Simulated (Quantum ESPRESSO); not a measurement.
GaAs:

```
As Ga
1.0
     0.00000    2.82685    2.82685
     2.82685    0.00000    2.82685
     2.82685    2.82685    0.00000
As Ga
1 1
Direct
  0.75000 0.75000 0.75000
  0.00000 0.00000 0.00000
```

Program: Quantum ESPRESSO 7.5. Alike in all runs: task dielectric tensor; no spin polarisation; cell as given; k mesh 6 × 6 × 6, shifted; smearing fermi-dirac 0.05 eV.

Question: Order these runs on this cell by their pressure, lowest first.
A. level AM05; potentials or basis PseudoDojo 0.4.1 SR PBE standard; cutoff (eV) 1143
B. level LDA; potentials or basis PseudoDojo 0.4.1 SR LDA standard; cutoff (eV) 1088; form of the LDA correlation PW92
C. level BLYP; potentials or basis PseudoDojo 0.4.1 SR PBE standard; cutoff (eV) 1143

Answer: B (-2.1 GPa), A (0.5 GPa), C (6.4 GPa).

Caveats: the potentials were made for another functional, which shifts forces and pressure (some runs); the cell is more than 3 GPa from zero pressure, which shifts response properties (some runs).

Runs at the PBE level aren't shown here.
